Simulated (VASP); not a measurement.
Write the native input for VASP 6.6.1 that does the following.

```yaml
Task: single point
Functional: r2SCAN
Potentials_or_basis: VASP PAW PBE potentials, release 64 (In_d, Sb)
Cutoff: 520 eV
k_mesh: 8 × 8 × 8
Occupations: fermi-dirac, width 0.05 eV
Spin: no spin polarisation
Further_INCAR_settings: ALGO = Normal; EDIFF = 1e-06
```

The structure of InSb lies in POSCAR:

```
InSb
1.0
    0.0000000000      3.2391000000      3.2391000000
    3.2391000000      0.0000000000      3.2391000000
    3.2391000000      3.2391000000      0.0000000000
In Sb
1 1
Direct
    0.0000000000      0.0000000000      0.0000000000
    0.2500000000      0.2500000000      0.2500000000
```

One way to write it, as run:

INCAR

```
SYSTEM = InSb
ALGO = Normal
EDIFF = 1E-6
ENCUT = 520
ISIF = 2
ISMEAR = -1
KPAR = 4
LASPH = .True.
LCHARG = .False.
LMIXTAU = .True.
LREAL = .False.
LWAVE = .False.
METAGGA = R2SCAN
NELM = 80
PREC = Accurate
SIGMA = 0.05
```

KPOINTS

```
k-points
0
Gamma
  8 8 8
  0 0 0
```

Potentials or basis: VASP PAW PBE potentials, release 64 (In_d, Sb).

Run with:

```sh
$ cat potpaw_PBE.64/In_d/POTCAR potpaw_PBE.64/Sb/POTCAR > POTCAR
$ mpirun -np 4 vasp_std > vasp.out
```

It gave:

```yaml
Pressure: 1.7 GPa
Band_gap_on_the_k_mesh: 0.24 eV, direct
```

Caveat: the PAW data sets were made with another functional, which shifts forces and pressure a little; spin-orbit coupling is left out, which moves the levels of the heavy elements.

It took 40 s on 4 MPI ranks on Intel(R) Xeon(R) Platinum 8488C (Sapphire Rapids), on a shared host, peak memory 0.22 GiB a rank.
